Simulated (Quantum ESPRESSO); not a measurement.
## BaS under changes of volume

One of the cells (32.576 Å³/atom); the others are scaled copies at fixed shape and fractional positions:

```
CELL_PARAMETERS angstrom
0.00000 3.19375 3.19375
3.19375 0.00000 3.19375
3.19375 3.19375 0.00000
ATOMIC_POSITIONS crystal
Ba 0.00000 0.00000 0.00000
S 0.50000 0.50000 0.50000
```

```yaml
Program: Quantum ESPRESSO 7.5
Functional: PBEsol
Potentials_or_basis: GBRV 1.5 PBEsol
Cutoff: 612 eV
Density_cutoff: 4898 eV
k_mesh: 7 × 7 × 7
Occupations: fermi-dirac, width 0.05 eV
Spin: no spin polarisation
```

```csv
volume (Å³/atom),energy over the lowest point (meV/atom),pressure (GPa),gap on the mesh (eV)
30.622,8.36,2.1,2.01
31.273,2.02,1.0,2.05
31.925,0.00,0.0,2.09
32.576,?,?,?
33.228,7.13,-1.7,2.15
33.879,15.50,-2.4,2.18
34.531,26.62,-3.1,2.20
```

Task: What does the run at 32.576 Å³/atom give?

Result: Energy over the lowest point 1.85 meV/atom; pressure -0.9 GPa; gap on the mesh 2.12 eV.

Worked out: A Birch-Murnaghan fit of order 3 (a polynomial in V^(-2/3)) to the other rows has its minimum at 31.93 Å³/atom with B0 = V·E''(V) = 46 GPa and B' = 4.6. It gives 1.84 meV/atom at 32.576 Å³/atom, against the run's 1.85, and -dE/dV = -0.9 GPa, against -0.9. A straight line through the other rows of the gap, of slope 1.59 eV per unit of ln V, gives 2.11 eV, against the run's 2.12.

Energies are extrapolated to zero smearing.

Caveats: spin-orbit coupling is left out, which moves the levels of the heavy elements; an odd mesh through Γ misses points on the zone boundary, where band edges often lie.
